**Question**

The layers of WS₂ are held together weakly, yet a change in nothing but the phase between neighbouring layers shifts some electron levels by several tenths of an electronvolt and others by a few hundredths or less. The table gives the levels of the bulk crystal, with two layers in the cell, counted from the highest occupied level. "Level under 1" is the highest occupied level at a point and "level over 1" the lowest empty one. Points a and b give the wave vector along the layers, point c the one across them.

ABINIT 10.8.3, plane-wave DFT with the PBE functional and JTH PAW datasets (v2.0), for bulk WS₂ (P6₃/mmc, 6 atoms per cell), without spin polarisation or spin-orbit coupling. The k mesh is 6×6×2, the plane-wave cutoff 544 eV and the Fermi-Dirac smearing 0.05 eV. Levels are counted from the valence top on this mesh.

| point a (reciprocal cell vector) | point b (reciprocal cell vector) | point c (reciprocal cell vector) | level point (row) | level under 4 (eV) | level under 3 (eV) | level under 2 (eV) | level under 1 (eV) | level over 1 (eV) | level over 2 (eV) |
| --- | --- | --- | --- | --- | --- | --- | --- | --- | --- |
| 0.0000 | 0.0000 | 0.0000 | 1 | -2.248 | -1.566 | -1.087 | 0.000 | 2.253 | 2.256 |
| 0.3333 | 0.0000 | 0.0000 | 2 | -2.260 | -2.218 | -1.964 | -1.719 | 1.689 | 1.873 |
| 0.5000 | 0.0000 | 0.0000 | 3 | -2.005 | -1.844 | -1.663 | -1.502 | 2.210 | 2.248 |
| 0.1667 | 0.1667 | 0.0000 | 4 | -2.096 | -1.824 | -1.518 | -1.482 | 1.050 | 1.793 |
| 0.0000 | 0.0000 | 0.5000 | 5 | -2.269 | -2.269 | -0.301 | -0.301 | 2.250 | 2.250 |
| 0.3333 | 0.1667 | 0.5000 | 6 | -2.640 | -2.640 | -1.247 | -1.247 | 1.895 | 1.895 |
| 0.3333 | 0.3333 | 0.5000 | 7 | -3.030 | -3.030 | -0.648 | -0.648 | 1.183 | 1.183 |

Row 1 is the zone centre Γ, and row 5 is the point A straight above it. Row 7 is H, which lies above the zone corner K, and row 4 is midway from Γ to K.

(a) Why do the levels coincide in pairs wherever point c is 0.5?

(b) Suppose that each layer contributes one state. Use the highest occupied levels at Γ and A to predict the second level at Γ, and explain the result of the comparison.

(c) Why do the highest occupied and the lowest empty level lie at different points?

**Model answer**

(a) The two layers are related by a screw axis: a half turn together with a shift by half the cell height. Combined with time reversal, this operation leads every wave vector with point c = 0.5 back to itself. Done twice, it amounts to a shift by one full cell height, which at this wave vector multiplies the wave by −1. A single state cannot satisfy that condition, so each state needs a partner of equal energy. The layers still feel each other in rows 5 to 7, but their coupling can't separate the two partners.

(b) Let the state of a single layer have energy $\varepsilon$, and let $t$ be its coupling to the layer above and to the layer below. The two contributions differ in phase by $2\pi c$, where $c$ is point c, and their sum gives

$$E_\pm = \varepsilon \pm 2t\cos(\pi c).$$

At A the cosine is zero and both levels lie at $\varepsilon = -0.301$ eV. At Γ the upper level is $\varepsilon + 2t = 0$, so $2t = 0.301$ eV. The lower one should then lie at $-0.301 - 0.301 = -0.602$ eV.

The table has no level there. The next one down at Γ lies at −1.087 eV, almost half an electronvolt below the prediction. The A pair is therefore not halfway between two levels at Γ but well above the middle, and this remains so if the third level is taken as the partner instead of the second.

The levels at Γ show what the model lacks. Orbitals that lie in the layer, or are tilted towards it, come there in pairs of equal energy because of the threefold axis. The three highest occupied levels are single, so they must come from orbitals directed across the layer, chiefly sulphur $p_z$ and tungsten $d_{z^2}$. One state per layer yields only two such levels in a cell of two layers. A second layer state of this kind must therefore lie close by. The fourth level and the lowest empty one, by contrast, move by only 0.021 and 0.003 eV from Γ to A, as expected of orbitals that lie in the layer. Such orbitals would make the two empty levels at Γ equal; their difference of 0.003 eV is not explained by this picture and may be numerical.

The two layer states differ in how their sulphur $p_z$ orbitals point. Each tungsten plane is a mirror, and the state at the valence top is even under it, while the second state is odd. At Γ the contributions from the layers above and below cancel between an even and an odd state, so the two kinds stay apart. At A the phase is reversed: like states no longer split, but even and odd states now mix. Mixed levels repel each other, and the lower state pushes the upper pair above the middle.

(c) At Γ, sulphur $p_z$ orbitals of adjacent layers face each other across the gap. Their overlap splits the layer states and drives one combination upwards, to the valence top. Without this splitting the level would lie near the middle of its pair, at −0.54 or −0.78 eV depending on the partner, which is close to the pair at H. The table thus leaves open whether an uncoupled layer would have its valence top at Γ, but the clear lead of Γ in the bulk comes from the coupling. Near K and H the highest occupied states are made mainly of tungsten $d$ orbitals that lie in the layer, shielded by sulphur on both sides. They gain little from the neighbouring layer, and the pair at H stays 0.65 eV below the valence top. The smallest direct gap of the run, 1.739 eV, lies at an unlisted point, presumably K, and only 0.092 eV below the gap at H, which suggests a shift of about that size at the corner.

Rows 2, 3, 4 and 6 look irregular, with their highest occupied level 1.2 to 1.7 eV down. They lie away from both the centre of the zone, where the tungsten part of the highest occupied state is $d_{z^2}$, and the corner, where it is in-plane $d$. Within a layer, symmetry keeps these two kinds apart at Γ and at the corner, but elsewhere they can mix. The mixing with higher, empty states pushes the occupied levels down, which hollows out the valence band there.

The lowest empty level, at 1.05 eV, is found in row 4. The next one at that point is 0.74 eV higher, by far the widest such spacing in the table. If the two are partners from the two layers, which is plausible but untested here, their middle lies at 1.42 eV, above the lowest empty level at H at 1.18 eV. On this reading it is again the coupling between layers, through sulphur $p$ character in the empty states, that brings the midway level below the one at H. If so, the same coupling raises the occupied edge at Γ and lowers the empty edge elsewhere, which brings the indirect gap well below the gap at any single point.

**Remarks on the reasoning**

The pairs, the failure of the halfway rule and the indirect gap on this mesh can be read from the table. The need for a second layer state and the repulsion at A are argued from symmetry. Which orbitals dominate, which layer state is even and how the $d$ orbitals mix within a layer are taken from the accepted picture for this family of crystals and were not computed here. A chain with two states per layer, coupled only through the sulphur orbitals that face each other and solved from three levels at Γ and the pair at A, puts a further pair at A near −2.8 eV, below the listed levels as it should be. This is a weak test, since four levels determine four unknowns; the printed output follows below.

The calculation leaves out spin-orbit coupling, which splits the occupied levels near K and H by roughly 0.4 eV (a recalled size). The upper one would rise by half of that and still lie clearly below the valence top, so the place of the highest occupied level is safe against this effect. The lowest empty level leads the one at H by only 0.13 eV, and how spin-orbit coupling would change this lead was not tested. The size of the gap also needs caution: PBE makes gaps too small, and a finer mesh could find a still lower empty level.

For a neighbouring case, ask where the orbitals point. States that reach out of the layer respond to the layer spacing, and states enclosed within it hardly do. Moving the layers apart should therefore lower the valence top at Γ and, if the reading of row 4 is right, raise the empty level midway to K. Both changes widen the indirect gap. The cell used here is not relaxed: it is under compressive stress both across and along the layers, and the sulphur atoms carry residual forces, so part of the stress across the layers may arise within each layer. PBE without a dispersion term barely binds the layers, so a relaxation with these settings could move them apart and shift both edges noticeably.

Output of the analysis:

```
Spacings at each point in eV:
     row  same-point gap  top two valence levels  lowest two conduction levels
     0.0           2.253                   1.087                         0.003
  0.3333           3.408                   0.245                         0.184
     0.5           3.712                   0.161                         0.038
  0.1667           2.532                   0.036                         0.743
     0.0           2.551                       0                             0
  0.3333           3.142                       0                             0
  0.3333           1.831                       0                             0
Indirect gap on the mesh, eV: 1.05
Smallest listed same-point gap less direct gap of the run, eV: 0.092
Fall of the valence top from zone centre to A, eV: 0.301
Partner level at the centre expected from the halfway rule, eV: -0.602
Midpoint of first and second valence levels at the centre, eV: -0.5435
Height of the A pair above that midpoint, eV: 0.2425
Midpoint of first and third valence levels at the centre, eV: -0.783
Height of the A pair above this other midpoint, eV: 0.482
Fall of the third valence level from centre to A, eV: 0.703
Fall of the fourth valence level from centre to A, eV: 0.021
Rough unlisted lower level at the centre from the two-state chain, eV: -3.604
Rough unlisted lower pair at A from the two-state chain, eV: -2.828
Midpoint of the two conduction levels midway to K, eV: 1.421
Lowest conduction level at H less that midway to K, eV: 0.133
Midpoint midway to K less conduction level at H, eV: 0.2385
Depth of the H valence pair below the valence top, eV: 0.648
Rough depth of the upper H valence level with spin-orbit splitting, eV: 0.448
```
